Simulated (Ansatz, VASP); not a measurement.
# ZnSe in VASP and in Ansatz

```xyz
2
Lattice="0.0000 2.8338 2.8338 2.8338 0.0000 2.8338 2.8338 2.8338 0.0000" Properties=species:S:1:pos:R:3 pbc="T T T"
Zn    0.0000    0.0000    0.0000
Se    4.2507    4.2507    4.2507
```

Alike in both runs: task relaxation of cell and atoms; functional PBEsol; k mesh 12 × 12 × 12; occupations fermi-dirac, width 0.1 eV; no spin polarisation.

```csv
,VASP,Ansatz
version,VASP 6.6.1,Ansatz 0.2.0
potentials or method,"VASP PAW PBE potentials, release 64 (Zn, Se)","PAW with Ansatz's default frozen-core files, scalar-relativistic"
plane-wave cutoff (eV),600,420
valence electrons in the cell,18,28
```

```csv
,VASP,Ansatz,Ansatz less VASP
relaxed volume (Å³/atom),22.44,22.34,-0.097
relaxed cell length with the largest relative difference (Å),3.989,3.983,-0.0058
energy change over the relaxation (meV/atom),-1,-1,-0.5
```

The two sets of potentials don't hold the same shells in valence.

Caveats: the PAW data sets were made with another functional, which shifts forces and pressure a little (VASP).
